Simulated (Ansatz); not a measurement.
# 1T-SiSTe monolayer in a perpendicular field

Aim: how the 1T-SiSTe monolayer screens a field along its normal, and what the field does to its bands. A positive field points along +c.

Calculated with Ansatz 0.2.0; plane-wave DFT, PBE-D3(BJ), Ansatz PAW.

### 1. The starting structure

The cell holds 3 atoms: 1 Te, 1 Si and 1 S. Its edges and angles: a = 3.361 Å, b = 3.361 Å, c = 35.605 Å, α = 90.0°, β = 90.0°, γ = 120.0°. Vacuum lies along c.

Structure file:

```cif
data_structure
_symmetry_space_group_name_H-M 'P 1'
_symmetry_Int_Tables_number 1
_cell_length_a 3.3613
_cell_length_b 3.3613
_cell_length_c 35.6048
_cell_angle_alpha 90.000
_cell_angle_beta 90.000
_cell_angle_gamma 120.000
_cell_volume 348.38
loop_
_atom_site_label
_atom_site_type_symbol
_atom_site_fract_x
_atom_site_fract_y
_atom_site_fract_z
_atom_site_occupancy
Te1 Te 0.66667 0.33333 0.46763 1
Si2 Si 0.00000 0.00000 0.50725 1
S3 S 0.33333 0.66667 0.53237 1
```

### 2. Relaxation

The starting cell is a guess, so the in-plane lattice and the atoms are relaxed first, with the slab cut off from its images along the normal.

File input.yaml:

```yaml
crystal:
  lattice:
    - [3.3612985, 0.0, 0.0]
    - [-1.68064925, 2.9109698907, 0.0]
    - [0.0, 0.0, 35.60477885]
  atoms:
    - { symbol: Te, position: [0.6666666667, 0.3333333333, 0.4676338553] }
    - { symbol: Si, position: [0.0, 0.0, 0.5072451576] }
    - { symbol: S, position: [0.3333333333, 0.6666666667, 0.5323661447] }
  periodic: [true, true, false]
kpoints:
  mp_grid: { grid: [12, 12, 1] }
hamiltonian:
  xc: pbe
  dispersion: d3bj
scf:
  occupations: { method: fermi_dirac, width: 0.05 }
  convergence: { dr2_threshold: 1.0e-09 }
relax:
  f_tol: 0.004
  max_steps: 90
  cell: {}
output:
  write_potential: true
  write_density: true
  volumetric_format: npy
```

Run with:

```bash
ansatz run input.yaml --threads 2 --pin off --max-ram 3072MiB --backend cpu --events-out ev --progress --plain --runs-dir out
```

Numbers of over 12 decimals in the logs are rounded to 6 here.

The program printed:

```text
Warning: relax.cell: scf.convergence.dr2_threshold = 1e-9 eV is looser than the 1.98140671046e-10 eV advised for a relaxation that steers and ends on the stress (1e-10 eV for each atom of the cell: 3, times the square of relax.cell.stress_2d_tol = 0.05 N/m over 12.3 Å (the atoms' height at the walk's start and 5 Å past either face), 4.063e-2 GPa, over a crystal's default 0.05). What an SCF threshold leaves in a stress goes as its square root, and in the free energy as the threshold itself, and one threshold admits the most on a small cell: [figures from the program's tests cut] Set scf.convergence.dr2_threshold to 1.98140671046e-10 eV or tighter. [rest of the remark cut]
Engine: ansatz 0.2.0, aarch64-unknown-linux-gnu
Pseudopotentials: kind: paw
Pseudopotential: Te, paw, valence charge 16, recommended cutoff 420 eV (normal), Te.paw.azcp
Pseudopotential: Si, paw, valence charge 4, recommended cutoff 420 eV (normal), Si.paw.azcp
Pseudopotential: S, paw, valence charge 6, recommended cutoff 420 eV (normal), S.paw.azcp
Functional definition: PBE
  parameter kappa = 0.804
  parameter beta = 0.066725
  exchange = pbe_x(kappa = kappa, mu = beta*pi^2/3)
  correlation = pbe_c(beta = beta)
Crystal: 3 atoms, lattice volume = 348.380 Å³
Basis set: ecut = 420 eV, 6839 PW (Γ), exchange–correlation on 48×48×480 points (8 copies of the dense FFT grid, shifted against one another)
Bands: 17, of which v1, the nominal top of the filled ones, is band 13 counted from 1 (12 counted from 0)
Symmetry: 6 space group operations
Space group: P3m1 (ITA 156), of the structure as read, at distance tolerance 7.0e-5 Å
k-points: 19 of 144 (time reversal used)
Non-local potential: Te, projectors of the file, l = 0: 2, l = 1: 2, l = 2: 2, l = 3: 2
Non-local potential: Si, projectors of the file, l = 0: 2, l = 1: 2, l = 2: 2
Non-local potential: S, projectors of the file, l = 0: 2, l = 1: 2, l = 2: 2
PAW form: soft (Blöchl's): semilocal exchange-correlation on the pseudo side does not see the compensation charge
PAW one-centre angular grid: Te, 590 points (default); XC on 64 Gauss nodes
PAW one-centre angular grid: Si, 110 points (default); XC on 64 Gauss nodes
PAW one-centre angular grid: S, 110 points (default); XC on 64 Gauss nodes
Initial density: superposition of atomic densities (neutral atoms: chi_scale 0, normalization atom), corrected by the library's trained network
Initial wavefunctions: pseudopotential atomic-orbital guess
Functional: x = pbe(κ = 0.804, μ = 0.219515), c = pbe(β = 0.066725)
SCF iter   1: F=—  HF=-8516.709516 eV  |F-HF|=—  |Δ(HF+E_count)|=         —  Δρ=1.98e-3  dr2=9.79e-2  ethr=1.77e-3  ⟨swp⟩=15.7  Hψ=3570  notcnv=0
preconditioner: auto → LDOS  [metal: Δε(μ)=0.111 eV  Ē_g=10.825 eV  σ=0.050 eV  W_gap=0.42  n_scr=20 (ndim 8)  ℏωp=8.0 eV  f_vac=0.813  D(μ)=0.81/eV (n_scr^D=6)  β→1.0]
SCF iter   2: F=—  HF=-8516.706771 eV  |F-HF|=—  |Δ(HF+E_count)|=   2.74e-3  Δρ=1.21e-3  dr2=3.98e-2  ethr=3.76e-4  ⟨swp⟩=5.9  Hψ=978  notcnv=0
SCF iter   3: F=—  HF=-8516.700773 eV  |F-HF|=—  |Δ(HF+E_count)|=   6.00e-3  Δρ=3.21e-4  dr2=1.48e-3  ethr=1.53e-4  ⟨swp⟩=4.8  Hψ=665  notcnv=0
SCF iter   4: F=—  HF=-8516.700778 eV  |F-HF|=—  |Δ(HF+E_count)|=   5.20e-6  Δρ=1.05e-4  dr2=6.65e-5  ethr=5.68e-6  ⟨swp⟩=3.5  Hψ=732  notcnv=0
SCF iter   5: F=—  HF=-8516.700745 eV  |F-HF|=—  |Δ(HF+E_count)|=   3.30e-5  Δρ=6.32e-5  dr2=3.12e-5  ethr=2.56e-7  ⟨swp⟩=3.2  Hψ=726  notcnv=0
SCF iter   6: F=—  HF=-8516.700738 eV  |F-HF|=—  |Δ(HF+E_count)|=   6.91e-6  Δρ=1.68e-5  dr2=1.02e-6  ethr=1.20e-7  ⟨swp⟩=2.9  Hψ=674  notcnv=0
SCF iter   7: F=—  HF=-8516.700722 eV  |F-HF|=—  |Δ(HF+E_count)|=   1.61e-5  Δρ=2.87e-6  dr2=3.65e-8  ethr=3.93e-9  ⟨swp⟩=3.5  Hψ=732  notcnv=0
SCF iter   8: F=—  HF=-8516.700722 eV  |F-HF|=—  |Δ(HF+E_count)|=   7.11e-8  Δρ=8.85e-7  dr2=1.99e-9  ethr=1.40e-10  ⟨swp⟩=4.2  Hψ=817  notcnv=0
SCF iter   9: F=-8516.700722 eV  HF=-8516.700722 eV  |F-HF|=2.84e-9  |Δ(HF+E_count)|=   1.39e-8  Δρ=2.05e-7  dr2=1.78e-10  ethr=3.85e-12  ⟨swp⟩=13.2  Hψ=2681  notcnv=0
SCF 1 converged in 9 iterations: F = -8516.700722 eV  dr2 = 1.78e-10
  greatest PAW one-centre occupation: 0.998 electrons in one spin orbital (limit 2), on the Te atom at site 0 (counted from 0), in its partial waves of l = 2
relax step   1: F+E_penalty+E_count = -8516.70072239 eV  Δ(F+E_penalty+E_count) = +0.000e0 eV  max|allowed force component| = 5.983e0 eV/Å  Δτ_max = 0.0000 Å  P = +21.482 N/m  Ω = 348.380 Å³  fix = [c, alpha, beta]  reactions: c +0.000 N/m  (9 SCF iters, accepted)
Crystal: 3 atoms, lattice volume = 353.714 Å³
Basis set: ecut = 420 eV, 6995 PW (Γ), exchange–correlation on 48×48×480 points (8 copies of the dense FFT grid, shifted against one another)
Initial density: handed on by an earlier stage of this run
Initial wavefunctions: those handed on with the density
iter 1 solved again at ethr=8.23e-4 eV; its pass at ethr=3.10e-3 eV (dr2=2.14e-1 eV) is discarded
SCF iter   1: F=—  HF=-8518.478626 eV  |F-HF|=—  |Δ(HF+E_count)|=         —  Δρ=5.79e-3  dr2=1.96e-1  ethr=8.23e-4  ⟨swp⟩=1.8  Hψ=3328  notcnv=0
preconditioner: auto → LDOS  [metal: Δε(μ)=0.059 eV  Ē_g=10.260 eV  σ=0.050 eV  W_gap=0.28  n_scr=20 (ndim 8)  ℏωp=7.9 eV  f_vac=0.799  D(μ)=1.47/eV (n_scr^D=8)  β→1.0]
SCF iter   2: F=—  HF=-8518.447527 eV  |F-HF|=—  |Δ(HF+E_count)|=   3.11e-2  Δρ=2.57e-3  dr2=4.90e-2  ethr=7.53e-4  ⟨swp⟩=3.9  Hψ=682  notcnv=0
SCF iter   3: F=—  HF=-8518.439056 eV  |F-HF|=—  |Δ(HF+E_count)|=   8.47e-3  Δρ=8.68e-4  dr2=8.26e-3  ethr=1.88e-4  ⟨swp⟩=3.6  Hψ=696  notcnv=0
SCF iter   4: F=—  HF=-8518.438130 eV  |F-HF|=—  |Δ(HF+E_count)|=   9.27e-4  Δρ=3.10e-4  dr2=9.33e-4  ethr=3.18e-5  ⟨swp⟩=2.4  Hψ=587  notcnv=0
SCF iter   5: F=—  HF=-8518.438049 eV  |F-HF|=—  |Δ(HF+E_count)|=   8.04e-5  Δρ=1.11e-4  dr2=1.59e-4  ethr=3.59e-6  ⟨swp⟩=3.6  Hψ=679  notcnv=0
SCF iter   6: F=—  HF=-8518.438033 eV  |F-HF|=—  |Δ(HF+E_count)|=   1.63e-5  Δρ=2.60e-5  dr2=8.69e-6  ethr=6.12e-7  ⟨swp⟩=3.2  Hψ=669  notcnv=0
SCF iter   7: F=—  HF=-8518.438014 eV  |F-HF|=—  |Δ(HF+E_count)|=   1.96e-5  Δρ=1.25e-5  dr2=1.87e-6  ethr=3.34e-8  ⟨swp⟩=3.5  Hψ=644  notcnv=0
SCF iter   8: F=—  HF=-8518.437996 eV  |F-HF|=—  |Δ(HF+E_count)|=   1.74e-5  Δρ=3.04e-6  dr2=8.79e-8  ethr=7.18e-9  ⟨swp⟩=3.4  Hψ=576  notcnv=0
SCF iter   9: F=—  HF=-8518.437996 eV  |F-HF|=—  |Δ(HF+E_count)|=   1.16e-7  Δρ=1.71e-6  dr2=7.35e-9  ethr=3.38e-10  ⟨swp⟩=2.8  Hψ=606  notcnv=0
SCF iter  10: F=-8518.437996 eV  HF=-8518.437996 eV  |F-HF|=3.93e-9  |Δ(HF+E_count)|=   1.74e-9  Δρ=3.77e-7  dr2=3.73e-10  ethr=3.85e-12  ⟨swp⟩=13.6  Hψ=2744  notcnv=0
[...]
SCF iter   4: F=—  HF=-8518.928451 eV  |F-HF|=—  |Δ(HF+E_count)|=   7.57e-4  Δρ=1.84e-4  dr2=2.86e-4  ethr=2.19e-5  ⟨swp⟩=3.2  Hψ=622  notcnv=0
SCF iter   5: F=—  HF=-8518.928403 eV  |F-HF|=—  |Δ(HF+E_count)|=   4.84e-5  Δρ=4.66e-5  dr2=2.56e-5  ethr=1.10e-6  ⟨swp⟩=2.9  Hψ=683  notcnv=0
SCF iter   6: F=—  HF=-8518.928357 eV  |F-HF|=—  |Δ(HF+E_count)|=   4.58e-5  Δρ=1.60e-5  dr2=2.05e-6  ethr=9.85e-8  ⟨swp⟩=3.6  Hψ=633  notcnv=0
SCF iter   7: F=—  HF=-8518.928340 eV  |F-HF|=—  |Δ(HF+E_count)|=   1.67e-5  Δρ=4.30e-6  dr2=7.51e-8  ethr=7.88e-9  ⟨swp⟩=3.6  Hψ=692  notcnv=0
SCF iter   8: F=—  HF=-8518.928341 eV  |F-HF|=—  |Δ(HF+E_count)|=   1.10e-7  Δρ=1.24e-6  dr2=1.08e-8  ethr=2.89e-10  ⟨swp⟩=3.2  Hψ=688  notcnv=0
SCF iter   9: F=—  HF=-8518.928341 eV  |F-HF|=—  |Δ(HF+E_count)|=   4.56e-8  Δρ=2.79e-7  dr2=1.43e-9  ethr=4.16e-11  ⟨swp⟩=2.9  Hψ=559  notcnv=0
SCF iter  10: F=-8518.928341 eV  HF=-8518.928341 eV  |F-HF|=9.39e-10  |Δ(HF+E_count)|=   5.30e-9  Δρ=5.53e-8  dr2=1.30e-11  ethr=3.85e-12  ⟨swp⟩=11.4  Hψ=2350  notcnv=0
SCF 3 converged in 10 iterations: F = -8518.928341 eV  dr2 = 1.30e-11
relax step   3: F+E_penalty+E_count = -8518.92834056 eV  Δ(F+E_penalty+E_count) = -4.903e-1 eV  max|allowed force component| = 2.813e-1 eV/Å  Δτ_max = 0.1976 Å  P = +5.040 N/m  Ω = 349.773 Å³  energy of the carried Pulay correction = -4.424e-5 eV  fix = [c, alpha, beta]  reactions: c +0.000 N/m  (10 SCF iters, accepted)
[...]
relax step   4: F+E_penalty+E_count = -8519.02679851 eV  Δ(F+E_penalty+E_count) = -9.846e-2 eV  max|allowed force component| = 1.379e-1 eV/Å  Δτ_max = 0.0224 Å  P = +1.136 N/m  Ω = 369.516 Å³  energy of the carried Pulay correction = -6.529e-4 eV  fix = [c, alpha, beta]  reactions: c +0.000 N/m  (9 SCF iters, accepted)
[...]
relax step   5: F+E_penalty+E_count = -8519.03268813 eV  Δ(F+E_penalty+E_count) = -5.890e-3 eV  max|allowed force component| = 4.608e-2 eV/Å  Δτ_max = 0.0011 Å  P = +0.146 N/m  Ω = 374.823 Å³  energy of the carried Pulay correction = -8.108e-4 eV  fix = [c, alpha, beta]  reactions: c +0.000 N/m  (7 SCF iters, accepted)
[...]
relax step   6: F+E_penalty+E_count = -8519.03284578 eV  Δ(F+E_penalty+E_count) = -1.577e-4 eV  max|allowed force component| = 1.652e-2 eV/Å  Δτ_max = 0.0022 Å  P = +0.004 N/m  Ω = 375.469 Å³  energy of the carried Pulay correction = -8.299e-4 eV  fix = [c, alpha, beta]  reactions: c +0.000 N/m  (6 SCF iters, accepted)
[...]
relax step   7: F+E_penalty+E_count = -8519.03285836 eV  Δ(F+E_penalty+E_count) = -1.258e-5 eV  max|allowed force component| = 6.130e-3 eV/Å  Δτ_max = 0.0008 Å  P = -0.006 N/m  Ω = 375.466 Å³  energy of the carried Pulay correction = -8.298e-4 eV  fix = [c, alpha, beta]  reactions: c -0.000 N/m  (5 SCF iters, accepted)
[...]
relax step   8: F+E_penalty+E_count = -8519.03286150 eV  Δ(F+E_penalty+E_count) = -3.131e-6 eV  max|allowed force component| = 1.819e-5 eV/Å  Δτ_max = 0.0003 Å  P = -0.000 N/m  Ω = 375.419 Å³  energy of the carried Pulay correction = -8.284e-4 eV  fix = [c, alpha, beta]  reactions: c -0.000 N/m  (5 SCF iters, accepted)
Initial wavefunctions: pseudopotential atomic-orbital guess (no wavefunctions were taken with the density)
iter 1 solved again at ethr=8.66e-7 eV; its pass at ethr=3.10e-3 eV (dr2=2.25e-4 eV) is discarded
SCF iter   1: F=—  HF=-8519.031503 eV  |F-HF|=—  |Δ(HF+E_count)|=         —  Δρ=1.14e-4  dr2=1.32e-6  ethr=8.66e-7  ⟨swp⟩=5.4  Hψ=4783  notcnv=0
preconditioner: auto → LDOS  [insulator: Δε(μ)=0.144 eV  Ē_g=9.464 eV  σ=0.050 eV  W_gap=0.62  n_scr=18 (ndim 8)  ℏωp=7.7 eV  f_vac=0.793  D(μ)=1.04/eV (n_scr^D=8)  ε∞_Penn≈1.7  β→1.0]
SCF iter   2: F=—  HF=-8519.033676 eV  |F-HF|=—  |Δ(HF+E_count)|=   2.17e-3  Δρ=6.79e-6  dr2=1.86e-7  ethr=5.08e-9  ⟨swp⟩=4.0  Hψ=774  notcnv=0
SCF iter   3: F=—  HF=-8519.033672 eV  |F-HF|=—  |Δ(HF+E_count)|=   4.42e-6  Δρ=2.58e-6  dr2=1.89e-8  ethr=7.15e-10  ⟨swp⟩=2.9  Hψ=653  notcnv=0
SCF iter   4: F=-8519.033676 eV  HF=-8519.033676 eV  |F-HF|=3.20e-7  |Δ(HF+E_count)|=   3.97e-6  Δρ=3.88e-7  dr2=6.12e-10  ethr=3.85e-12  ⟨swp⟩=17.2  Hψ=3824  notcnv=0
SCF 9 converged in 4 iterations: F = -8519.033676 eV  dr2 = 6.12e-10
relax step   9: F+E_penalty+E_count = -8519.03367634 eV  Δ(F+E_penalty+E_count) = -8.148e-4 eV  max|allowed force component| = 1.642e-4 eV/Å  Δτ_max = 0.0000 Å  P = +0.002 N/m  Ω = 375.419 Å³  fix = [c, alpha, beta]  reactions: c +0.000 N/m  stress off target by 2.13e-3 N/m on what of the cell is left free  SCF on the basis re-selected at this cell (its energy is not comparable with the rows above)  (4 SCF iters)
basis re-selected at this cell: Δ(F+E_penalty+E_count) = -8.148e-4 eV, ΔP = +0.003 N/m vs the last step (what re-selecting the basis moved, of the pressure what is left beyond the Pulay correction that the steps carried, after the strain that the cell walked since its last selection, with what the two solves' SCF thresholds leave and, on support functions, any second-order correction that the steps lacked; it is no m [...]
WARN: The input density's exchange-correlation potential varies sharply where the density is thin. Do not read a vacuum level from v_tot or v_xc, or from such a field of the output density. On a cell that repeats whose density bears no net charge and no dipole along the vacuum's axis use v_es (v_loc + v_h of the components); under efield.dipole_correction with no amplitude use v_es + v_field, which holds any external [...]
SCF converged after 4 iterations
Free energy (F): -8519.033676 eV
Harris-Foulkes:  -8519.033676 eV  (|F-HF|=3.20e-7)
Internal energy: -8519.024767 eV  (E = F + TS)
E sigma→0 (E₀):  -8519.029222 eV
Entropy (-TS):   -0.008909 eV (-2.970 meV/atom)
Fermi energy:    -4.662261 eV
--- Per-component energies (eV) ---
  E_band       = -590.899318
  E_kinetic    = 329.752522
  E_local      = -43804.888677  (includes V_loc(G=0)·N_el)
  E_nonlocal   = -257.328375
  E_hartree    = 21884.023060
  E_xc         = -277.338296
  E_vxc        = -239.394364  (∫ρ·V_xc dr)
  E_paw        = -5774.994676  (= ΣΔE_a)
  E_vpaw       = -387.087630  (= ΣTr[D̂ρ^β])
  E_aug_tail   = -0.000173  (compensation charges beyond the density's cutoff)
  E_ewald      = 19382.615370
  E_disp       = -0.865521  (pairwise vdW)
  E_smearing   = -0.008909  (= −TS)
  E_closure    = -0.000000  (closes the sum)
  Σ components = -8519.033676   (vs F -8519.033676, Δ=0.00e0)
--- Forces (eV/Å), atoms counted from 1 ---
  atom   1  Te    -0.00000000     0.00000000     0.00004937
  atom   2  Si     0.00000000    -0.00000000     0.00011200
  atom   3  S     -0.00000000    -0.00000000    -0.00016559
  max |Σ_I F_I| component: 4.23e-6 eV/Å
--- 2D stress c σ (N/m, compression-positive) ---
        0.002135      -0.000000       0.000000
       -0.000000       0.002135       0.000000
        0.000000       0.000000       0.000000
  P = ½ c Tr σ = 0.0021 N/m
--- Band table (eV; the first three rows and the last of 19) ---
  k-point 0: bands = [... 9 lower, -7.1638, -7.1638, -4.0889, -4.0889, -3.6516, -1.4207, -1.1473, -1.1473]
  k-point 1: bands = [... 9 lower, -7.3178, -7.3015, -4.8892, -4.1688, -3.1701, -1.4845, -1.1309, -1.0192]
  k-point 2: bands = [... 9 lower, -7.6802, -7.1855, -6.2856, -4.4368, -3.0671, -1.5647, -0.6504, -0.6307]
  k-point 18: bands = [... 9 lower, -9.9228, -9.9075, -7.2254, -6.5344, -4.1661, -0.9099, -0.0471, 0.3240]
  the weakly bound empty levels are not read free of the cell's end (no_gap_told)
--- Relaxed structure (8 steps of the walk, 8 accepted, 1 SCFs on fresh bases) ---
  F+E_penalty+E_count = -8519.03367634 eV   max|allowed force component| = 1.642e-4 eV/Å   (the final SCF, on the basis selected at the relaxed cell)
  cell:  # Å, volume = 375.4191 Å³
    - [3.489303, 0, 0]
    - [-1.744652, 3.021825, 0]
    - [0, 0, 35.60477885]
  atoms:
    - { symbol: Te, position: [0.666667, 0.333333, 0.457567] }
    - { symbol: Si, position: [0, 0, 0.507370] }
    - { symbol: S, position: [0.333333, 0.666667, 0.542308] }
```

Run time: 45 s. Hardware: 2 threads of Arm Neoverse V2, shared host; peak memory 0.55 GiB.

Relaxation path:

```
step  energy less that of the first step (eV)  largest force component (eV/Å)  volume (Å³)
   1                                   0.0000                          5.9831       348.38
   2                                  -1.7373                          3.0718       353.71
   3                                  -2.2276                          0.2813       349.77
   4                                  -2.3261                          0.1379       369.52
   5                                  -2.3320                          0.0461       374.82
   6                                  -2.3321                          0.0165       375.47
   7                                  -2.3321                          0.0061       375.47
   8                                  -2.3321                          0.0000       375.42
  9*                                  -2.3330                          0.0002       375.42
```

Relaxation steps marked * repeat the geometry before them on a plane-wave basis chosen anew for their cell, so energy and pressure can jump there.

Forces are held to the 6 operations that the run works with; a distortion that breaks them can't arise in this run.

```
cell as run  before  after  change
      a (Å)   3.361  3.489  +3.8 %
      b (Å)   3.361  3.489  +3.8 %
```

The atoms that moved most (Å, along periodic axes as changes of fractional coordinates times the final cell, across vacuum about the mean position):

```
atom     dx     dy      dz  length
 Te1  0.000  0.000  -0.358   0.358
  S3  0.000  0.000   0.354   0.354
```

Final coordinates:

```
Te Si S
1.0
     3.48930    0.00000    0.00000
    -1.74465    3.02183    0.00000
     0.00000    0.00000   35.60478
Te Si S
1 1 1
Cartesian
  1.7447 1.0073 16.2916
  0.0000 0.0000 18.0648
  0.0000 2.0146 19.3087
```

Numbers from this step:

| Item | Value |
| --- | --- |
| energy at zero smearing | -8519.0292 eV |

The lattice constant a goes from 3.361 to 3.489 Å.

[end of part 1 of 3]

[Logs are printed without paths, hosts, clocks, repeated set-up lines and the standing remarks that a program may print on its own settings, such as how far it seeks lower states.]

[Hosts, paths, dates, database ids (printed as entryN), source tags and the programs' standing remarks are cut or masked in the printed files.]

[Maps of the electrostatic potential energy from Ansatz leave out the sawtooth potential of an applied field or a dipole correction, so their vacuum need not be flat; planar profiles and work functions include it.]
